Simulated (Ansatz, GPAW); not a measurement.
One calculation of Rh, 3 ways

```
CELL_PARAMETERS angstrom
-0.04234 1.94105 1.89706
1.86527 -0.01466 1.86938
1.85391 1.90202 -0.00331
ATOMIC_POSITIONS crystal
Rh 0.00000 0.00000 0.00000
```

Alike in all runs: task single point; functional BLYP; k mesh 12 × 12 × 12; occupations methfessel-paxton, width 0.1 eV; no spin polarisation; no spin-orbit coupling. Pressure is positive in compression and, in plane waves, holds the error of the finite cutoff, which Ansatz's Pulay term estimates and takes out.

| program and potentials | plane-wave cutoff (eV) | notes | band gap (eV) | pressure (GPa) |
| --- | --- | --- | --- | --- |
| Ansatz, Ansatz PAW | 420 | potentials made for PBE, which Ansatz adapts in part; 17 valence electrons an atom on average; Pulay term of +0.10 GPa included | no gap | 21.68 |
| Ansatz, all-electron LAPW, scalar-relativistic | - | - | no gap | 21.66 |
| GPAW, PAW data sets generated for this functional | 600 | 15 valence electrons an atom on average | no gap | 22.47 |

None finds a gap. The pressure spans 21.66 (Ansatz, all-electron LAPW, scalar-relativistic) to 22.47 GPa (GPAW, PAW data sets generated for this functional), with all-electron results at 21.66. Some sets were made for another functional than the one run, which can shift their rows. The cell lies far from this level's equilibrium.

Differences between rows come from potentials, basis sets and numerical settings, since the functional is the same but for its coding. Runs on potential files found faulty are left out.
